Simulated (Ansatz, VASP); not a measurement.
Zr2B: VASP beside Ansatz

```
Zr B
1.0
     4.49430    0.00000    0.00000
    -2.24715    3.89218    0.00000
     0.00000    0.00000    2.81364
Zr B
2 1
Direct
  0.33333 0.66667 0.50000
  0.66667 0.33333 0.50000
  0.00000 0.00000 0.00000
```

Alike in both runs: functional r2SCAN; k mesh 6 × 6 × 6; occupations gaussian, width 0.1 eV; no spin polarisation.

Ansatz relaxed the structure, and its values are those at the end. VASP's run is a single point on that final structure, the one shown.

```csv
,VASP,Ansatz
version,VASP 6.6.1,Ansatz 0.2.0
potentials or method,"VASP PAW PBE potentials, release 64 (Zr_sv, B)","scalar-relativistic, plane waves, PAW"
plane-wave cutoff (eV),520,500
valence electrons in the cell,27,27
```

Ansatz gave:

- gap on the k mesh at the Fermi level (eV): none
- pressure (GPa): 0.1

Which values does VASP return?

gap on the k mesh at the Fermi level (eV): none; pressure (GPa): 0.2.

A gap of «none» marks a metal or a gap that the smearing closes.

Caveats: the k mesh is coarse (spacing up to 0.37 Å⁻¹), so the values aren't converged; the PAW data sets were made with another functional, which shifts forces and pressure a little (VASP).
